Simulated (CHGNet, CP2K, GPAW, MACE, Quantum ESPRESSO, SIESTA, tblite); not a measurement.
# Generalised stacking fault on (110) of BePd (80 atoms): one structure in several programs

How near do other programs and methods come to a plane-wave reference for generalised stacking fault on (110) of BePd (80 atoms)? A plane-wave run serves as the reference.

Method: Kohn-Sham DFT, PBE, SSSP efficiency 1.3.0 pseudopotentials, plane waves, in Quantum ESPRESSO 7.5.

In doubt: a PseudoDojo file used here is known to give poor structures and forces (SIESTA), which bears on pressures, cells, forces and phonons.

**1. The structure**

The cell holds 80 atoms: 40 Be and 40 Pd. Cell: a = 5.626 Å, b = 7.956 Å, c = 19.941 Å, α = 90.0°, β = 86.0°, γ = 90.0°. It derives from BePd (CsCl-type). CsCl-type BePd (a = 2.813 Å), cell with z along [110], 2 x 2 x 5 periods; the third cell vector is tilted by 0.500 of [001] and lengthened by 0 Å, so the cell holds one fault; displaced by a Gaussian of 0.01 Å. Then every atom was moved at random, 0.02 Å r.m.s. a Cartesian component. The structure's axis is c.

**2. Plane-wave reference**

Contents of pw.in:

```
&control
  calculation = 'scf'
  pseudo_dir = './pseudo'
  outdir = './tmp'
  disk_io = 'none'
  tprnfor = .true.
  tstress = .true.
/
&system
  ibrav = 0
  nat = 80
  ntyp = 2
  ecutwfc = 55
  ecutrho = 440
  nosym = .true.
  occupations = 'smearing'
  smearing = 'fd'
  degauss = 0.003675
/
&electrons
  conv_thr = 4.0e-07
  electron_maxstep = 100
  mixing_beta = 0.2
  mixing_mode = 'local-TF'
  diagonalization = 'david'
/
ATOMIC_SPECIES
Be 9.012 Be.upf
Pd 106.420 Pd.upf
CELL_PARAMETERS angstrom
5.62600 0.00000 0.00000
0.00000 7.95637 0.00000
1.40650 0.00000 19.89091
ATOMIC_POSITIONS crystal
Be 0.75730 0.00109 0.99874
Pd 0.22477 0.99788 0.09757
Be 0.25049 0.99935 0.00189
Pd 0.72052 0.99619 0.09979
Be 0.75172 0.50241 0.99885
Pd 0.21901 0.50451 0.09871
Be 0.24923 0.50072 0.00051
Pd 0.72467 0.50025 0.09940
Be 0.97280 0.24967 0.09961
Pd 0.20629 0.24553 0.19905
Be 0.47333 0.24190 0.09930
Pd 0.70085 0.25308 0.19879
[... 64 atom lines left out ...]
Be 0.77543 0.75496 0.89989
Pd 0.00181 0.75149 0.99823
Be 0.27949 0.75718 0.89875
Pd 0.49730 0.74849 0.99953
K_POINTS gamma
```

Run with:

```bash
$ OMP_NUM_THREADS=1 mpirun -np 4 pw.x -in pw.in > output.txt
```

Output:

```text
Program PWSCF
     gamma-point specific algorithms are used
     one sub-group per band group will be used
     scalapack distributed-memory algorithm (size of sub-group:  2*  2 procs)
     Parallelization info
     sticks:   dense  smooth     PW     G-vecs:    dense   smooth      PW
     Min        1400     702    173               234154    82782   10356
     Max        1402     704    176               234166    82792   10370
     Sum        5603    2813    699               936633   331143   41453
     bravais-lattice index     =            0
     lattice parameter (alat)  =      10.6316  a.u.
     unit-cell volume          =    6008.4984 (a.u.)^3
     number of atoms/cell      =           80
     number of atomic types    =            2
     number of electrons       =       880.00
[... lines left out ...]
     scf convergence threshold =      4.0E-07
[... lines left out ...]
     number of k points=     1  Fermi-Dirac smearing, width (Ry)=  0.0037
[... lines left out ...]
     total energy              =  -11259.63321961 Ry
[... lines left out ...]
     total energy              =  -11259.58742126 Ry
[... lines left out ...]
     total energy              =  -11259.55621871 Ry
[... lines left out ...]
     total energy              =  -11259.56474623 Ry
[... lines left out ...]
     total energy              =  -11259.56474522 Ry
[... lines left out ...]
          k = 0.0000 0.0000 0.0000 ( 20727 PWs)   bands (ev):
   -83.0378 -83.0280 -83.0012 -82.9991 -82.9924 -82.9715 -82.9680 -82.9652
   -82.9349 -82.9082 -82.9068 -82.9005 -82.8875 -82.8753 -82.8693 -82.8676
   -82.8649 -82.8599 -82.8585 -82.8579 -82.8528 -82.8519 -82.8513 -82.8476
[...]
23.7272  23.8213  23.9783  24.0108  24.0258  24.0463  24.1438  24.1781
    24.2242  24.2637  24.2762  24.2889  24.3709  24.3854  24.4126  24.4251
     the Fermi energy is    17.0419 ev
!    total energy              =  -11259.56474610 Ry
     estimated scf accuracy    <       0.00000040 Ry
     smearing contrib. (-TS)   =      -0.02699331 Ry
     internal energy E=F+TS    =  -11259.53775279 Ry
     The total energy is F=E-TS. E is the sum of the following terms:
     one-electron contribution =   -4412.39161017 Ry
     hartree contribution      =    2471.92113833 Ry
     xc contribution           =   -1197.84666897 Ry
     ewald contribution        =   -8121.22061198 Ry
     convergence has been achieved in  10 iterations
     Forces acting on atoms (cartesian axes, Ry/au):
     atom    1 type  1   force =    -0.00354794    0.00015433   -0.08807010
     atom    2 type  2   force =    -0.01226160    0.00395280    0.07248078
     atom    3 type  1   force =     0.00137939    0.00330269   -0.14613555
[...]
atom   79 type  1   force =    -0.00281746   -0.01554533   -0.01284682
     atom   80 type  2   force =     0.01530959   -0.00167965   -0.01093005
     Total force =     0.331743     Total SCF correction =     0.002548
     Computing stress (Cartesian axis) and pressure
          total   stress  (Ry/bohr**3)                   (kbar)     P=       81.56
   0.00104027  -0.00000013  -0.00003454          153.03       -0.02       -5.08
  -0.00000013   0.00004053  -0.00000897           -0.02        5.96       -1.32
  -0.00003454  -0.00000897   0.00058248           -5.08       -1.32       85.69
     Message from routine punch:
     Nothing written, as per user request (disk_io='none')
```

It took 2.7 min on 4 MPI ranks of Arm Neoverse V1, shared host; peak memory 2.8 GiB.

Banners, paths, timers and routine set-up lines are dropped from the logs unmarked, and long logs keep their key lines alone; longer cuts are marked.

Numbers from this run:

* r.m.s. force component: 0.5506 eV/Å
* longest force: 3.758 eV/Å
* pressure: 8.156 GPa

**3. The ladder**

The programs:
- CHGNet: machine-learned potential, published weights.
- CP2K 2026.2: Gaussian basis with GTH pseudopotentials and a plane-wave density; labels give functional, basis (MOLOPT sets; SR short-range, UZH the newer set with its own potentials), grid cutoff/relative cutoff and solver (OT: orbital transformation; TRS4, TC2, SIGN: linear-scaling purification with its sparsity filter), or its built-in tight binding.
- MACE: machine-learned potential, published weights.
- Quantum ESPRESSO 7.5: plane waves; labels (QE) give functional, pseudopotential set and cutoffs of waves/density.
- SIESTA 5.4.2: numerical atomic orbitals, whose automatically made sets are far from complete, with PseudoDojo norm-conserving potentials that we converted to its format (checked against plane waves on the same files for H, C, O, Si, Ge and Ca alone); labels give functional, basis size, energy shift and mesh cutoff.
- tblite 0.8.0: extended tight binding, driven from Python.

All use the same cell and atoms; the electronic-structure runs use the same k-mesh, and an electronic temperature of 580 K (0.05 eV) where levels are smeared.

Differences are against the plane-wave reference, forces as r.m.s. over components; share is that over the reference's r.m.s. force, slope the least-squares factor from reference forces to these. Total energies of different programs have different zeros and aren't compared.

```
                                                          run  Δ force, r.m.s. (meV/Å)  share (%)  slope  Δ pressure (GPa)  cores  CPU time  memory (GiB)
                                                    reference                        -          -      -                 -      4    11 min           2.8
                                       CHGNet 0.3.0 potential                      202       36.7  0.812             -2.62      1     5.4 s           1.9
CP2K PBE, DZVP-MOLOPT-SR, 210/50 Ry, diagonalisation (coarse)                     2690        489  1.758              7.40      2   9.4 min           1.1
CP2K PBE, DZVP-MOLOPT-SR, 300/50 Ry, diagonalisation (coarse)                     1354        246  1.115              5.21      4   9.7 min           3.0
         CP2K PBE, DZVP-MOLOPT-SR, 600/50 Ry, diagonalisation                     39.5       7.17  1.067              1.61      4    11 min           4.7
         CP2K PBE, DZVP-MOLOPT-SR, 600/70 Ry, diagonalisation                     39.5       7.18  1.067              1.62      4    14 min           4.7
                                  MACE MP-0b2 small potential                      185       33.7  0.914             -3.39      1       8 s          0.67
                                  MACE MPA-0 medium potential                      203       36.9  1.127             -2.33      1     9.4 s           1.0
            QE PBE, sssp-1.3.0-efficiency, 20/160 Ry (coarse)                      217       39.4  0.953              -782      2   3.1 min          0.69
          SIESTA PBE, DZ, shift 0.01 Ry, mesh 300 Ry (coarse)                      429       78.0  1.380              10.8      2   2.9 min          0.85
                                              tblite GFN1-xTB                      565        103  1.750              15.6      1     8.7 s          0.13
```

Rows marked coarse were listed beforehand as settings not expected to be converged; some can still land near the reference.

Times of the machine-learned potentials are mostly Python's start and the loading of weights.

CPU time is summed over cores on a shared host, where runs went side by side, so it is rough. Symmetry, cutoffs, thresholds, outputs and thread counts weren't matched or tuned between programs; memory under MPI is the largest rank's times the ranks.

Runs without a result: SIESTA PBE, DZP, shift 0.01 Ry, mesh 300 Ry (stopped at the start: Generation of polarization orbital failed Stopping Program from Node:    0); GPAW PBE, LCAO dzp, h 0.2 Å (cut off at its time limit of 16 min); CP2K PBE, SZV-MOLOPT-SR, 600/50 Ry, diagonalisation (stopped at the start: Extra MOs (ADDED_MOS) are required for smearing); SIESTA PBE, SZP, shift 0.01 Ry, mesh 300 Ry (stopped at the start: Generation of polarization orbital failed Stopping Program from Node:    0); SIESTA PBE, DZP, shift 0.01 Ry, mesh 200 Ry (stopped at the start: Generation of polarization orbital failed Stopping Program from Node:    0); GPAW PBE, LCAO dzp, h 0.2 Å, other mixer settings (cut off at its time limit of 13 min); GPAW PBE, LCAO szp(dzp), h 0.2 Å (cut off at its time limit of 8.5 min); GPAW PBE, LCAO sz(dzp), h 0.2 Å (cut off at its time limit of 4.1 min); GPAW LDA, LCAO dzp, h 0.2 Å (cut off at its time limit of 16 min); SIESTA RPBE, PBE potentials, DZP, shift 0.01 Ry, mesh 300 Ry (stopped at the start: Generation of polarization orbital failed Stopping Program from Node:    0).

Mean charges by element (e), by run and scheme:

```
                                                 run     scheme     Be     Pd
CP2K PBE, DZVP-MOLOPT-SR, 600/50 Ry, diagonalisation   Mulliken  +0.53  -0.53
CP2K PBE, DZVP-MOLOPT-SR, 600/50 Ry, diagonalisation  Hirshfeld  -0.23  +0.23
CP2K PBE, DZVP-MOLOPT-SR, 600/70 Ry, diagonalisation   Mulliken  +0.53  -0.53
CP2K PBE, DZVP-MOLOPT-SR, 600/70 Ry, diagonalisation  Hirshfeld  -0.23  +0.23
                                     tblite GFN1-xTB   Mulliken  +0.40  -0.40
```

Within one program, basis, potentials and functional, energies share a zero. Each run against its twin at the usual cutoff or grid and solver:

```
                                                 run                                        twin  Δ energy (meV/atom)  Δ force, r.m.s. (meV/Å)         CPU time over the twin's
CP2K PBE, DZVP-MOLOPT-SR, 210/50 Ry, diagonalisation  DZVP-MOLOPT-SR, 600/50 Ry, diagonalisation                 -291                     2680  0.88 (this twin ran on 4 cores)
CP2K PBE, DZVP-MOLOPT-SR, 300/50 Ry, diagonalisation  DZVP-MOLOPT-SR, 600/50 Ry, diagonalisation                -76.9                     1354                             0.91
CP2K PBE, DZVP-MOLOPT-SR, 600/70 Ry, diagonalisation  DZVP-MOLOPT-SR, 600/50 Ry, diagonalisation              -0.0279                    0.325                              1.3
            QE PBE, sssp-1.3.0-efficiency, 20/160 Ry            sssp-1.3.0-efficiency, 55/440 Ry                17556                      217  0.29 (this twin ran on 4 cores)
```

**4. Summary of results**

* reference r.m.s. force component: 0.551 eV/Å
* nearest in forces: a tie at 7.2 % of 2 runs: CP2K PBE, DZVP-MOLOPT-SR, 600/50 Ry, diagonalisation; CP2K PBE, DZVP-MOLOPT-SR, 600/70 Ry, diagonalisation
* farthest in forces: CP2K PBE, DZVP-MOLOPT-SR, 210/50 Ry, diagonalisation (coarse), 489 %
* cheapest electronic-structure run beside the reference: tblite GFN1-xTB, 8.7 s of CPU time

The PBE runs in local orbitals, coarse settings apart, differ by 7.2 % in each run; basis, grid and potentials can all enter. Tight binding differs by 103 % (tblite GFN1-xTB); it is another model, with fitted parameters of its own, and the xTB methods hold dispersion. Machine-learned potentials differ by 34 % (MACE MP-0b2 small potential) to 37 % (MACE MPA-0 medium potential); they were trained on other programs' data. Among those trained on PBE data the slope goes as low as 0.81, which softening far from their training structures can give, though the reference's k-sampling is untested too. Runs with settings chosen to be coarse differ by 39 % (QE PBE, sssp-1.3.0-efficiency, 20/160 Ry) to 489 % (CP2K PBE, DZVP-MOLOPT-SR, 210/50 Ry, diagonalisation), their programs' other errors included. Of the electronic-structure runs that take under half the reference's CPU time, QE PBE, sssp-1.3.0-efficiency, 20/160 Ry comes nearest, at 39 % in 3.1 min against 11 min; its pressure misses by -782.1 GPa. In pressure, QE PBE, sssp-1.3.0-efficiency, 20/160 Ry misses by -782.1 GPa, at the same functional; a cutoff this low leaves a large Pulay stress. Charges hang on model, scheme and program or settings: among these rows the mean for Be runs from -0.23 to +0.53 e, even in sign. In the reference: levels near the Fermi energy are neither full nor empty under the smearing, so no gap is quoted. Periodic xTB results under one method name differ between programs and library versions. The reference's pressure holds the uncorrected Pulay stress of its 55 Ry basis, so small pressure differences, and their order, may be the reference's own error. A potential file of the SIESTA runs is in doubt, which bears on their forces and pressure. Machine-learned potentials mimic data converged in k, so the reference's own k-point error enters their differences. The cell is under 6 Å thick along one periodic direction, so every atom has periodic images of itself close by, which move with it and show among its neighbours and in g(r). The reference's stress is far from hydrostatic: its diagonal is 15.3, 0.6, 8.6 GPa, compression counted positive. The host structure and its lattice constant were typed by rule, without a check against the phase diagram. The reference's pressure of 8.2 GPa says that the cell would expand at this level of theory. The electronic-structure runs sample only Γ, in a cell whose shortest periodic width is 6 Å, which is coarse for a cell with partly filled levels.

[Also dropped from logs without a mark: logging warnings of Python, and SIESTA's first energy breakdown and zero terms.]

[Logs are printed without paths, hosts, clocks, repeated set-up lines and the standing remarks that a program may print on its own settings, such as how far it seeks lower states.]

[Hosts, paths, dates, database ids (printed as entryN), source tags and the programs' standing remarks are cut or masked in the printed files.]
